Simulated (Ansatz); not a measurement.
Input of an Ansatz 0.2.0 run:

input.yaml

```yaml
crystal:
  lattice:
    - [2.67, 0.0, 0.0]
    - [-1.335, 2.3122878281, 0.0]
    - [0.0, 0.0, 4.966]
  atoms:
    - { symbol: Zn, position: [0.6666666667, 0.3333333333, 0.75] }
    - { symbol: Zn, position: [0.3333333333, 0.6666666667, 0.25] }
hamiltonian:
  xc: pbe
  pseudopotentials: { kind: paw }
kpoints:
  mp_grid: { grid: [11, 11, 6] }
scf:
  occupations: { method: fermi_dirac, width: 0.05 }
output:
  forces: true
  stress: true
  eigenvalues: true
```

Potentials or basis: Ansatz PAW.

Run with:

```sh
$ ansatz run input.yaml --threads 1 --pin off --max-ram 2560MiB --backend cpu --events-out ev --progress --plain --runs-dir out
```

What does it give for the pressure?

-0.7 GPa.

What does it give for the band gap on the k mesh?

None (metal or under the smearing width).

Stress tensor (GPa, compression positive):
```
-0.40  0.00  0.00
 0.00 -0.40  0.00
 0.00  0.00 -1.23
```
